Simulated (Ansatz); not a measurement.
Molecular dynamics on a 2×2×2 supercell (16 atoms) of SrO (rocksalt), relaxed with r2SCAN. Forces come from PBE in the plane-wave code Ansatz: a Langevin thermostat at fixed volume, 800 K, steps of 1.5 fs. Classical nuclei, no spin polarisation; a few dozen steps show the first response, not equilibrium.

```yaml
crystal:
  lattice:
    - [0.0, 5.1597846531, 5.1597846531]
    - [5.1597846531, 0.0, 5.1597846531]
    - [5.1597846531, 5.1597846531, 0.0]
  atoms:
    - { symbol: Sr, position: [0.0, 0.0, 0.0] }
    - { symbol: O, position: [0.25, 0.25, 0.25] }
    - { symbol: Sr, position: [0.0, 0.0, 0.5] }
    - { symbol: O, position: [0.25, 0.25, 0.75] }
    - { symbol: Sr, position: [0.0, 0.5, 0.0] }
    - { symbol: O, position: [0.25, 0.75, 0.25] }
    - { symbol: Sr, position: [0.0, 0.5, 0.5] }
    - { symbol: O, position: [0.25, 0.75, 0.75] }
    - { symbol: Sr, position: [0.5, 0.0, 0.0] }
    - { symbol: O, position: [0.75, 0.25, 0.25] }
    - { symbol: Sr, position: [0.5, 0.0, 0.5] }
    - { symbol: O, position: [0.75, 0.25, 0.75] }
    - { symbol: Sr, position: [0.5, 0.5, 0.0] }
    - { symbol: O, position: [0.75, 0.75, 0.25] }
    - { symbol: Sr, position: [0.5, 0.5, 0.5] }
    - { symbol: O, position: [0.75, 0.75, 0.75] }
kpoints:
  mp_grid: { grid: [2, 2, 2] }
hamiltonian:
  xc: pbe
scf:
  occupations: { method: fermi_dirac, width: 0.069 }
md:
  ensemble: nvt_langevin
  temperature: 800
  timestep: 1.5
  n_steps: 20
  initial_velocities: maxwell_boltzmann
  seed: 9883
```

Command: `ansatz run input.yaml --threads 4 --pin off --max-ram 3686MiB --backend cpu --events-out ev --progress --plain --runs-dir out`. Wall time 83 s on 4 threads of Arm Neoverse N1, on a shared host, load about 0.9 per core; peak host memory 0.85 GiB.

| step | t (fs) | T (K) | free energy F from step 0 (meV/atom) | kinetic energy (meV/atom) | largest force (eV/Å) |
| --- | --- | --- | --- | --- | --- |
| 0 | 0 | 750 | 0.0 | 96.9 | 0.00 |
| 1 | 1.5 | 700 | 0.4 | 90.5 | 0.16 |
| 2 | 3 | 704 | 1.4 | 91.0 | 0.33 |
| 3 | 4.5 | 671 | 3.2 | 86.7 | 0.50 |
| 4 | 6 | 642 | 5.6 | 83.0 | 0.68 |
| 5 | 7.5 | 589 | 8.4 | 76.1 | 0.84 |
| 6 | 9 | 574 | 11.5 | 74.2 | 1.00 |
| 7 | 10.5 | 546 | 14.8 | 70.5 | 1.13 |
| 8 | 12 | 572 | 18.4 | 74.0 | 1.26 |
| 9 | 13.5 | 537 | 22.1 | 69.4 | 1.37 |
| 10 | 15 | 488 | 25.8 | 63.0 | 1.46 |
| 11 | 16.5 | 414 | 29.3 | 53.5 | 1.52 |
| 12 | 18 | 429 | 32.5 | 55.5 | 1.56 |
| 13 | 19.5 | 426 | 35.8 | 55.1 | 1.58 |
| 14 | 21 | 484 | 39.1 | 62.5 | 1.58 |
| 15 | 22.5 | 481 | 42.3 | 62.1 | 1.55 |
| 16 | 24 | 455 | 45.3 | 58.9 | 1.51 |
| 17 | 25.5 | 389 | 48.3 | 50.3 | 1.46 |
| 18 | 27 | 332 | 51.1 | 42.9 | 1.51 |
| 19 | 28.5 | 300 | 53.8 | 38.8 | 1.58 |
| 20 | 30 | 307 | 56.4 | 39.7 | 1.63 |

The temperature starts at 750 K, is lowest at step 19 (300 K, 28.5 fs) and ends at 307 K. The thermostat hasn't had time to restore it. The atoms start on their lattice sites with kinetic energy alone, so much of it first passes into potential energy. By the last step the atoms have moved 0.14 Å in the root mean square, the drift of the whole cell taken out, 0.22 Å at most.

Positions (Å) and forces (eV/Å) at step 20:
```
Sr   0.096   0.004  -0.109    -0.946  -0.032   0.135
O    2.542   2.588   2.582    -0.213  -0.041  -0.081
Sr   2.517   2.467  -0.002     0.685   0.665  -0.025
O    5.067   5.027   2.725     0.705   0.953  -0.544
Sr   2.494  -0.010   2.657     0.991  -0.102  -0.467
O    5.232   2.442   5.182    -0.139   0.542   0.247
Sr   5.186   2.622   2.596    -0.317  -0.913   0.056
O    7.722   5.085   5.085    -0.150   0.133   0.360
Sr   0.073   2.611   2.559    -0.874   0.484  -0.387
O    2.623   5.052   5.140    -0.122   0.576  -0.198
Sr   2.741   5.120   2.536    -1.142   0.233  -0.502
O    5.094   7.862   5.315     0.163  -0.694  -0.895
Sr   2.425   2.637   5.155     1.094  -0.490   0.180
O    5.094   5.216   7.769     0.305  -0.454  -0.156
Sr   5.181   5.207   5.070    -0.210  -0.366   1.572
O    7.730   7.821   7.589     0.170  -0.493   0.705
```
